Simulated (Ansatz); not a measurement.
# SnO2 (I4/m) in Ansatz: a series of runs

Aim: see how the results for SnO2 move with the level of theory and the settings. Levels: RPBE, LDA, PBE. Tasks: relaxation of cell and atoms, single point.

Everything below comes from runs of Ansatz 0.2.0. Logs are shortened: lines on timing, memory, paths and dates and some standing lists are left out, and cuts for length are marked.

### 1 Starting point

The structure is tetragonal, space group I4/m (No. 87). The conventional cell has a = 10.747 Å, b = 10.747 Å, c = 3.232 Å, α = 90.00°, β = 90.00°, γ = 90.00°. Sn (site symmetry m) is surrounded by 6 O at 2.06 to 2.14 Å. O (site symmetry m) is surrounded by 3 Sn at 2.11 to 2.14 Å. Around O (site symmetry m) lie 3 Sn at 2.06 to 2.11 Å.

Measurements of this composition are mostly on another form, of space group No. 136.

### 2 Relaxation of cell and atoms, RPBE

Contents of input.yaml:

```yaml
crystal:
  lattice:
    - [-5.37331, 5.37331, 1.616233]
    - [5.37331, -5.37331, 1.616233]
    - [5.37331, 5.37331, -1.616233]
  atoms:
    - { symbol: Sn, position: [0.3510765, 0.8310675, 0.182144] }
    - { symbol: Sn, position: [0.8310675, 0.6489235, 0.479991] }
    - { symbol: Sn, position: [0.1689325, 0.3510765, 0.520009] }
    - { symbol: Sn, position: [0.6489235, 0.1689325, 0.817856] }
    - { symbol: O, position: [0.2056015, 0.1549285, 0.36053] }
    - { symbol: O, position: [0.8450715, 0.2056015, 0.050673] }
    - { symbol: O, position: [0.7943985, 0.8450715, 0.63947] }
    - { symbol: O, position: [0.1549285, 0.7943985, 0.949327] }
    - { symbol: O, position: [0.1610445, 0.5429605, 0.704005] }
    - { symbol: O, position: [0.5429605, 0.8389555, 0.381916] }
    - { symbol: O, position: [0.4570395, 0.1610445, 0.618084] }
    - { symbol: O, position: [0.8389555, 0.4570395, 0.295995] }
hamiltonian:
  xc: rpbe
  pseudopotentials: { kind: paw }
kpoints:
  mp_grid: { grid: [7, 7, 7] }
scf:
  occupations: { method: fermi_dirac, width: 0.05 }
output:
  forces: true
  stress: true
  eigenvalues: true
relax:
  f_tol: 0.01
  max_steps: 40
  cell: { stress_tol: 0.05 }
```

Potentials or basis: Ansatz PAW.

Run with:

```sh
$ ansatz run input.yaml --threads 4 --pin off --max-ram 11264MiB --backend cpu --events-out ev --progress --plain --runs-dir out
```

Log:

```text
Warning: RAYON_NUM_THREADS=4 ignored (pool sized by the plan → 4); use --threads N
basis.fft_grid_basis auto: the FFT boxes are laid along the combinations [[1, 1, 0], [0, 1, 0], [0, 0, 1]] of the cell's own vectors, 3.232, 7.769 and 7.769 Å long. The dense box has 24×54×54 points. Along the cell's own vectors, as sized, it would have 54×54×54, 2.25 times as many. Of the 8 symmetry operations that the crystal satisfies within crystal.symmetry.tolerance (time reversal apart; of a slab, those that keep its plane) the dense box along the cell's own vectors carries 8, and the one as laid loses 6 of those. basis.fft_grid_basis: typed keeps the cell's own vectors: state it where this run's energies or levels are differenced outside the engine with another run's, or held beside a run that keeps those vectors.
Engine: ansatz 0.2.0, aarch64-unknown-linux-gnu
Pseudopotentials: kind: paw
Pseudopotential: Sn, paw, valence charge 14, recommended cutoff 420 eV (normal), Sn.paw.azcp
Pseudopotential: O, paw, valence charge 6, recommended cutoff 420 eV (normal), O.paw.azcp
Functional definition: RPBE
  parameter kappa = 0.804
  parameter beta = 0.06672455060314922
  exchange = rpbe_x(kappa = kappa, mu = beta*pi^2/3)
  correlation = pbe_c(beta = beta)
Crystal: 12 atoms, lattice volume = 186.658 Å³
Basis set: ecut = 420 eV, 3645 PW (Γ), FFT grids on a1+a2, a2, a3, exchange–correlation on 48×108×108 points (8 copies of the dense FFT grid, shifted against one another)
Bands: 64, of which v1, the nominal top of the filled ones, is band 52 counted from 1 (51 counted from 0)
Symmetry: 8 space group operations
Space group: I4/m (ITA 87), of the structure as read, at distance tolerance 5.7e-5 Å
k-points: 52 of 343
Non-local potential: Sn, projectors of the file, l = 0: 2, l = 1: 2, l = 2: 2, l = 3: 2
Non-local potential: O, projectors of the file, l = 0: 2, l = 1: 2, l = 2: 1
PAW form: soft (Blöchl's): semilocal exchange-correlation on the pseudo side does not see the compensation charge
PAW frozen core: Sn, regenerated for the run's functional, and the local potential with it (the file was generated under x = pbe(κ = 0.804, μ = 0.2195149727645171), c = pbe(β = 0.06672455060314922))
PAW frozen core: O, regenerated for the run's functional, and the local potential with it (the file was generated under x = pbe(κ = 0.804, μ = 0.2195149727645171), c = pbe(β = 0.06672455060314922))
PAW one-centre angular grid: Sn, 590 points (default); XC on 64 Gauss nodes
PAW one-centre angular grid: O, 110 points (default); XC on 64 Gauss nodes
Initial density: superposition of atomic densities (neutral atoms: chi_scale 0, normalization atom), corrected by the library's trained network
Initial wavefunctions: pseudopotential atomic-orbital guess
Functional: x = rpbe, c = pbe(β = 0.06672455060314922)
SCF iter   1: F=—  HF=-28683.447117 eV  |F-HF|=—  |Δ(HF+E_count)|=         —  Δρ=3.67e-3  dr2=1.79e-2  ethr=1.77e-3  ⟨swp⟩=6.0  Hψ=13481  notcnv=0  defer=105
preconditioner: auto → Resta (q_TF=auto, 2.475 Å⁻¹)  ε∞=3.1  [insulator: Δε(μ)=1.881 eV  Ē_g=19.049 eV  σ=0.050 eV  W_gap=1.00  n_scr=48 (ndim 8)  ℏωp=27.7 eV  f_vac=0.216  D(μ)=0.00/eV (n_scr^D=0)  ε∞_Penn≈3.1  vacuum switching on, ρ_ref=2.6e-2 e/Å³]
SCF iter   2: F=—  HF=-28683.449225 eV  |F-HF|=—  |Δ(HF+E_count)|=   2.11e-3  Δρ=1.73e-3  dr2=3.32e-3  ethr=1.73e-5  ⟨swp⟩=2.0  Hψ=6579  notcnv=0  defer=339
SCF iter   3: F=—  HF=-28683.449916 eV  |F-HF|=—  |Δ(HF+E_count)|=   6.90e-4  Δρ=7.69e-4  dr2=9.74e-4  ethr=3.19e-6  ⟨swp⟩=2.0  Hψ=4299  notcnv=0  defer=339
SCF iter   4: F=—  HF=-28683.449782 eV  |F-HF|=—  |Δ(HF+E_count)|=   1.34e-4  Δρ=2.09e-4  dr2=7.54e-5  ethr=9.36e-7  ⟨swp⟩=2.0  Hψ=4171  notcnv=0  defer=339
SCF iter   5: F=—  HF=-28683.450053 eV  |F-HF|=—  |Δ(HF+E_count)|=   2.72e-4  Δρ=6.09e-5  dr2=5.78e-6  ethr=7.25e-8  ⟨swp⟩=2.0  Hψ=4336  notcnv=0  defer=339
SCF iter   6: F=—  HF=-28683.450058 eV  |F-HF|=—  |Δ(HF+E_count)|=   5.00e-6  Δρ=2.47e-5  dr2=8.81e-7  ethr=5.55e-9  ⟨swp⟩=3.1  Hψ=6360  notcnv=0  defer=339
SCF iter   7: F=-28683.450058 eV  HF=-28683.450058 eV  |F-HF|=9.16e-8  |Δ(HF+E_count)|=   2.64e-7  Δρ=5.07e-6  dr2=4.74e-8  ethr=9.62e-11  ⟨swp⟩=13.3  Hψ=19750  notcnv=0
SCF 1 converged in 7 iterations: F = -28683.450058 eV  dr2 = 4.74e-8
relax step   1: F+E_penalty+E_count = -28683.45005794 eV  Δ(F+E_penalty+E_count) = +0.000e0 eV  max|allowed force component| = 1.307e-1 eV/Å  Δτ_max = 0.0000 Å  P = +2.632 GPa  Ω = 186.658 Å³  (7 SCF iters, dr2 threshold 1.00e-7 eV, accepted)
Crystal: 12 atoms, lattice volume = 194.424 Å³
[... 97 lines left out ...]
SCF converged after 7 iterations
Free energy (F): -28683.508139 eV
Harris-Foulkes:  -28683.508139 eV  (|F-HF|=5.82e-11)
Internal energy: -28683.508139 eV  (E = F + TS)
E sigma→0 (E₀):  -28683.508139 eV
Fermi energy:    5.833395 eV
--- Per-component energies (eV) ---
  E_band       = -664.578110
  E_kinetic    = 2150.546442
  E_local      = -10579.749321  (includes V_loc(G=0)·N_el)
  E_nonlocal   = 256.342778
  E_hartree    = 5198.905415
  E_xc         = -2112.049759
  E_vxc        = -1121.320805  (∫ρ·V_xc dr)
  E_paw        = -17895.809407  (= ΣΔE_a)
  E_vpaw       = -1768.227180  (= ΣTr[D̂ρ^β])
  E_aug_tail   = 0.019116  (compensation charges beyond the density's cutoff)
  E_ewald      = -5701.651302
  E_core_change = -0.062101  (= ΣΔE_core)
  E_smearing   = -0.000000  (= −TS)
  E_closure    = -0.000000  (closes the sum)
  Σ components = -28683.508139   (vs F -28683.508139, Δ=0.00e0)
--- Forces (eV/Å), atoms counted from 1 ---
  atom   1  Sn     0.00128742     0.00308563     0.00000000
  atom   2  Sn    -0.00308563     0.00128742    -0.00000000
  atom   3  Sn     0.00308563    -0.00128742    -0.00000000
  atom   4  Sn    -0.00128742    -0.00308563    -0.00000000
  atom   5  O     -0.00082761     0.00130773     0.00000000
  atom   6  O      0.00130773     0.00082761     0.00000000
  atom   7  O      0.00082761    -0.00130773     0.00000000
  atom   8  O     -0.00130773    -0.00082761     0.00000000
  atom   9  O     -0.00019853     0.00107683     0.00000000
  atom  10  O     -0.00107683    -0.00019853    -0.00000000
  atom  11  O      0.00107683     0.00019853    -0.00000000
  atom  12  O      0.00019853    -0.00107683     0.00000000
  max |Σ_I F_I| component: 4.34e-19 eV/Å
--- Stress (GPa, compression-positive) ---
        0.016562       0.000000       0.000000
       -0.000000       0.016562       0.000000
        0.000000      -0.000000      -0.007869
  P = ⅓ Tr σ = 0.0084 GPa (0.084 kbar)
--- Band table (eV; the first three rows and the last of 52) ---
  k-point 0: bands = ["-15.6082", "-15.6082", "-15.4566", "-15.1148", "-15.0134", "-14.9734", "-14.9657", "-14.9657", "-14.9595", "-14.9595", "-14.9300", "-14.9150", "-14.8880", "-14.8646", "-14.8196", "-14.8196", "-14.8119", "-14.8119", "-14.7590", "-14.7452", "-13.1774", "-12.4580", "-12.0571", "-12.0571", "-11.7791", "-10.9900", "-10.5300", "-10.5300", "-1.2342", "-0.9206", "-0.9206", "0.9001", "1.5700", "2.2087", "2.2087", "2.4266", "2.4516", "2.4516", "2.4728", "3.1793", "3.4222", "3.7316", "3.7331", "4.0307", "4.0307", "4.2269", "4.2646", "4.2646", "4.3804", "4.7037", "4.7037", "4.7333", "6.5493", "9.4617", "9.4617", "9.8267", "11.6671", "11.6671", "12.0751", "12.2061", "13.6884", "15.1640", "15.3031", "15.3031"]
[... 3 lines left out ...]
--- Relaxed structure (7 steps of the walk, 7 accepted, 2 SCFs on fresh bases) ---
  F+E_penalty+E_count = -28683.50813856 eV   max|allowed force component| = 3.086e-3 eV/Å   (the final SCF, on the basis selected at the relaxed cell)
  cell:  # Å, volume = 192.8319 Å³
    - [-5.449462941094484, 5.449462941094484, 1.6233474598971898]
    - [5.449462941094484, -5.449462941094484, 1.6233474598971898]
    - [5.449462941094484, 5.449462941094484, -1.6233474598971898]
  atoms:
    - { symbol: Sn, position: [0.34948292577190887, 0.8338137734330433, 0.18329669920495234] }
    - { symbol: Sn, position: [0.8338137734330433, 0.650517074228091, 0.48433084766113443] }
    - { symbol: Sn, position: [0.16618622656695672, 0.349482925771909, 0.5156691523388657] }
    - { symbol: Sn, position: [0.650517074228091, 0.16618622656695672, 0.8167033007950477] }
    - { symbol: O, position: [0.2099477463338872, 0.15632187526382565, 0.3662696215977128] }
    - { symbol: O, position: [0.8436781247361743, 0.20994774633388708, 0.053625871070061504] }
    - { symbol: O, position: [0.7900522536661129, 0.8436781247361742, 0.6337303784022872] }
    - { symbol: O, position: [0.1563218752638256, 0.790052253666113, 0.9463741289299386] }
    - { symbol: O, position: [0.16081961036773731, 0.5413954594781762, 0.7022150698459135] }
    - { symbol: O, position: [0.5413954594781761, 0.8391803896322627, 0.38057584911043896] }
    - { symbol: O, position: [0.45860454052182387, 0.16081961036773723, 0.619424150889561] }
    - { symbol: O, position: [0.8391803896322627, 0.45860454052182376, 0.2977849301540866] }
```

Wall time 90 s (4 threads of Arm Neoverse V2, shared host); peak memory 0.88 GiB.

Results:

- Free energy: -28683.5081 eV
- Relaxed volume: 16.07 Å³/atom
- Relaxed cell: a = 7.876 Å, b = 7.876 Å, c = 7.876 Å, α = 92.43°, β = 92.43°, γ = 156.21°
- Space group after relaxing (to 0.05 Å): I4/m (No. 87)
- Energy gained by relaxing: 4.8 meV/atom
- Ionic steps: 9
- Pressure after relaxing: 0.0 GPa
- Largest force after relaxing: 0.003 eV/Å
- Band gap on the k mesh: 1.65 eV, indirect (least direct gap 1.82 eV)

Forces on the atoms (eV/Å):
```
Sn   0.001  0.003  0.000
Sn  -0.003  0.001  0.000
Sn   0.003 -0.001  0.000
Sn  -0.001 -0.003  0.000
O   -0.001  0.001  0.000
O    0.001  0.001  0.000
O    0.001 -0.001  0.000
O   -0.001 -0.001  0.000
O    0.000  0.001  0.000
O   -0.001  0.000  0.000
O    0.001  0.000  0.000
O    0.000 -0.001  0.000
```

The path:
```tsv
step	energy change (eV)	largest force (eV/Å)	volume (Å³)
1	0.0000	0.1307	186.66
2	0.0151	0.4608	194.42
3	-0.0311	0.0798	191.97
4	-0.0320	0.0592	192.13
5	-0.0328	0.0130	192.35
6	-0.0327	0.0056	192.38
7	-0.0578	0.0051	192.38
8	-0.0565	0.0034	192.83
9	-0.0581	0.0033	192.83
```

Final structure:
```cif
data_structure
_symmetry_space_group_name_H-M 'P 1'
_symmetry_Int_Tables_number 1
_cell_length_a 7.8758
_cell_length_b 7.8758
_cell_length_c 7.8758
_cell_angle_alpha 92.435
_cell_angle_beta 92.435
_cell_angle_gamma 156.210
_cell_volume 192.83
loop_
_atom_site_label
_atom_site_type_symbol
_atom_site_fract_x
_atom_site_fract_y
_atom_site_fract_z
_atom_site_occupancy
Sn1 Sn 0.34948 0.83381 0.18330 1
Sn2 Sn 0.83381 0.65052 0.48433 1
Sn3 Sn 0.16619 0.34948 0.51567 1
Sn4 Sn 0.65052 0.16619 0.81670 1
O1 O 0.20995 0.15632 0.36627 1
O2 O 0.84368 0.20995 0.05363 1
O3 O 0.79005 0.84368 0.63373 1
O4 O 0.15632 0.79005 0.94637 1
O5 O 0.16082 0.54140 0.70222 1
O6 O 0.54140 0.83918 0.38058 1
O7 O 0.45860 0.16082 0.61942 1
O8 O 0.83918 0.45860 0.29778 1
```

Caveat: odd divisions of the mesh miss points on the zone boundary, where band edges often lie, so the gap on the mesh can be too wide; the plane-wave basis is chosen anew once the cell has moved, so the energies of steps on either side of that aren't comparable; the pressure holds a Pulay correction of +0.6 GPa for the finite cutoff; spin-orbit coupling is left out, which moves the levels of the heavy elements; the PAW data sets come from PBE, with cores solved anew for the run's functional, which leaves a small shift of forces and pressure.

### 3 Relaxation of cell and atoms, LDA

input.yaml: that of step 2 with these lines changed.

```diff
@@ -19,6 +19,6 @@
 hamiltonian:
-  xc: rpbe
+  xc: lda
   pseudopotentials: { kind: paw }
 kpoints:
-  mp_grid: { grid: [7, 7, 7] }
+  mp_grid: { grid: [9, 9, 9] }
 scf:
```

Potentials or basis: Ansatz PAW.

Run with:

```sh
$ ansatz run input.yaml --threads 4 --pin off --max-ram 11264MiB --backend cpu --events-out ev --progress --plain --runs-dir out
```

It took 2.9 min on 4 threads of Arm Neoverse V1, shared host; peak memory 1.2 GiB.

Results (log left out):

```yaml
Free_energy: -27959.4180 eV
Relaxed_volume: 14.82 Å³/atom
Relaxed_cell: a = 7.649 Å, b = 7.649 Å, c = 7.649 Å, α = 92.47°, β = 92.47°, γ = 156.04°
Space_group_after_relaxing_to_0.05_Å: I4/m (No. 87)
Energy_gained_by_relaxing: 26.6 meV/atom
Ionic_steps: 8
Pressure_after_relaxing: 0.0 GPa
Largest_force_after_relaxing: 0.007 eV/Å
Band_gap_on_the_k_mesh: 2.05 eV, indirect (least direct gap 2.24 eV)
```

Forces in eV/Å, atoms in the order of the input:
```
Sn  -0.003 -0.007  0.000
Sn   0.007 -0.003  0.000
Sn  -0.007  0.003  0.000
Sn   0.003  0.007  0.000
O    0.003 -0.001  0.000
O   -0.001 -0.003  0.000
O   -0.003  0.001  0.000
O    0.001  0.003  0.000
O   -0.001 -0.005  0.000
O    0.005 -0.001  0.000
O   -0.005  0.001  0.000
O    0.001  0.005  0.000
```

The path:
```
step  energy change (eV)  largest force (eV/Å)  volume (Å³)
   1              0.0000                0.8678       186.66
   2             -0.3510                0.2320       178.38
   3             -0.3588                0.1306       177.52
   4             -0.3578                0.0485       178.10
   5             -0.3576                0.0067       178.29
   6             -0.3188                0.0075       178.29
   7             -0.3221                0.0074       177.80
   8             -0.3193                0.0075       177.80
```

Final structure:
```yaml
crystal:
  lattice:
    - [-5.29104, 5.29104, 1.58782]
    - [5.29104, -5.29104, 1.58782]
    - [5.29104, 5.29104, -1.58782]
  atoms:
    - { symbol: Sn, position: [0.34926, 0.83421, 0.18346] }
    - { symbol: Sn, position: [0.83421, 0.65074, 0.48495] }
    - { symbol: Sn, position: [0.16579, 0.34926, 0.51505] }
    - { symbol: Sn, position: [0.65074, 0.16579, 0.81654] }
    - { symbol: O, position: [0.20943, 0.15612, 0.36555] }
    - { symbol: O, position: [0.84388, 0.20943, 0.05331] }
    - { symbol: O, position: [0.79057, 0.84388, 0.63445] }
    - { symbol: O, position: [0.15612, 0.79057, 0.94669] }
    - { symbol: O, position: [0.15986, 0.54109, 0.70094] }
    - { symbol: O, position: [0.54109, 0.84014, 0.38123] }
    - { symbol: O, position: [0.45891, 0.15986, 0.61877] }
    - { symbol: O, position: [0.84014, 0.45891, 0.29906] }
```

Levels at points of the mesh, in eV from the valence-band top:
| k point | band 50 | band 51 | band 52 | band 53 | band 54 | band 55 |
| --- | --- | --- | --- | --- | --- | --- |
| (0.00, 0.00, 0.00) | -0.22 | -0.22 | -0.20 | 2.05 | 5.04 | 5.04 |

Caveat: odd divisions of the mesh miss points on the zone boundary, where band edges often lie, so the gap on the mesh can be too wide; the plane-wave basis is chosen anew once the cell has moved, so the energies of steps on either side of that aren't comparable; the pressure holds a Pulay correction of +0.9 GPa for the finite cutoff; spin-orbit coupling is left out, which moves the levels of the heavy elements; the PAW data sets come from PBE, with cores solved anew for the run's functional, which leaves a small shift of forces and pressure.

### 4 Single point, PBE

input.yaml: that of step 3 with these lines changed.

```diff
@@ -19,3 +19,3 @@
 hamiltonian:
-  xc: lda
+  xc: pbe
   pseudopotentials: { kind: paw }
@@ -24,3 +24,3 @@
 scf:
-  occupations: { method: fermi_dirac, width: 0.05 }
+  occupations: { method: gaussian, width: 0.013 }
 output:
@@ -29,5 +29 @@
   eigenvalues: true
-relax:
-  f_tol: 0.01
-  max_steps: 40
-  cell: { stress_tol: 0.05 }
```

Run with:

```sh
$ ansatz run input.yaml --threads 4 --pin off --max-ram 11264MiB --backend cpu --events-out ev --progress --plain --runs-dir out
```

Run time: 16 s. Hardware: 4 threads of Arm Neoverse V2, shared host; peak memory 1.1 GiB.

Results (log left out):

```
Free energy            : -28635.1453 eV
Pressure               : -0.3 GPa
Largest force          : 0.252 eV/Å
Band gap on the k mesh : 1.78 eV, indirect (least direct gap 1.87 eV)
```

Forces on the atoms (eV/Å):
```
Sn   0.130  0.014  0.000
Sn  -0.014  0.130  0.000
Sn   0.014 -0.130  0.000
Sn  -0.130 -0.014  0.000
O    0.166  0.189  0.000
O    0.189 -0.166  0.000
O   -0.166 -0.189  0.000
O   -0.189  0.166  0.000
O    0.093 -0.051  0.000
O    0.051  0.093  0.000
O   -0.051 -0.093  0.000
O   -0.093  0.051  0.000
```

Stress tensor (GPa, compression positive):
```
-0.13  0.00  0.00
 0.00 -0.13  0.00
 0.00  0.00 -0.61
```

Levels at points of the mesh, in eV from the valence-band top:
```tsv
k point	band 48	band 49	band 50	band 51	band 52	band 53	band 54	band 55	band 56	band 57
(0.00, 0.00, 0.00)	-0.61	-0.53	-0.19	-0.19	-0.09	1.78	4.71	4.71	5.07	6.74
```

Caveat: odd divisions of the mesh miss points on the zone boundary, where band edges often lie, so the gap on the mesh can be too wide; the pressure holds a Pulay correction of +0.7 GPa for the finite cutoff; spin-orbit coupling is left out, which moves the levels of the heavy elements.

### 5 Single point, PBE

input.yaml: that of step 4 with these lines changed.

```diff
@@ -24,3 +24,3 @@
 scf:
-  occupations: { method: gaussian, width: 0.013 }
+  occupations: { method: gaussian, width: 0.014 }
 output:
```

Run with:

```sh
$ ansatz run input.yaml --threads 4 --pin off --max-ram 11264MiB --backend cpu --events-out ev --progress --plain --runs-dir out
```

Run time: 16 s. Hardware: 4 threads of Arm Neoverse V2, shared host; peak memory 1.1 GiB.

It converged, with:

```
Free energy            : -28635.1453 eV
Pressure               : -0.3 GPa
Largest force          : 0.252 eV/Å
Band gap on the k mesh : 1.78 eV, indirect (least direct gap 1.87 eV)
```

Forces on the atoms (eV/Å):
```
Sn   0.130  0.014  0.000
Sn  -0.014  0.130  0.000
Sn   0.014 -0.130  0.000
Sn  -0.130 -0.014  0.000
O    0.166  0.189  0.000
O    0.189 -0.166  0.000
O   -0.166 -0.189  0.000
O   -0.189  0.166  0.000
O    0.093 -0.051  0.000
O    0.051  0.093  0.000
O   -0.051 -0.093  0.000
O   -0.093  0.051  0.000
```

Stress tensor (GPa, compression positive):
```
-0.13  0.00  0.00
 0.00 -0.13  0.00
 0.00  0.00 -0.61
```

Levels at points of the mesh, in eV from the valence-band top:
| k point | band 48 | band 49 | band 50 | band 51 | band 52 | band 53 | band 54 | band 55 | band 56 | band 57 |
| --- | --- | --- | --- | --- | --- | --- | --- | --- | --- | --- |
| (0.00, 0.00, 0.00) | -0.61 | -0.53 | -0.19 | -0.19 | -0.09 | 1.78 | 4.71 | 4.71 | 5.07 | 6.74 |

Caveat: odd divisions of the mesh miss points on the zone boundary, where band edges often lie, so the gap on the mesh can be too wide; the pressure holds a Pulay correction of +0.7 GPa for the finite cutoff; spin-orbit coupling is left out, which moves the levels of the heavy elements. PBE gaps usually lie below the measured ones, often by a third to a half.

### 6 Overview

| task | level | cell | k mesh | smearing | gap on the mesh (eV) | pressure (GPa) | relaxed volume (Å³/atom) | largest force (eV/Å) |
| --- | --- | --- | --- | --- | --- | --- | --- | --- |
| relaxation of cell and atoms | RPBE | relaxed | 7 × 7 × 7 | fermi-dirac 0.05 eV | 1.65 | 0.0 | 16.07 | - |
| relaxation of cell and atoms | LDA | relaxed | 9 × 9 × 9 | fermi-dirac 0.05 eV | 2.05 | 0.0 | 14.82 | 0.01 |
| single point | PBE | as given | 9 × 9 × 9 | gaussian 0.013 eV | 1.78 | -0.3 | - | 0.25 |
| single point | PBE | as given | 9 × 9 × 9 | gaussian 0.014 eV | 1.78 | -0.3 | - | 0.25 |

Alike in all rows: potentials or basis Ansatz PAW; no spin polarisation; cutoff (eV) 420.

Caveats: odd divisions of the mesh miss points on the zone boundary, where band edges often lie, so the gap on the mesh can be too wide; spin-orbit coupling is left out, which moves the levels of the heavy elements; the plane-wave basis is chosen anew once the cell has moved, so the energies of steps on either side of that aren't comparable (some runs); the PAW data sets come from PBE, with cores solved anew for the run's functional, which leaves a small shift of forces and pressure (some runs).

Absolute energies hang on the potentials; compare differences alone.
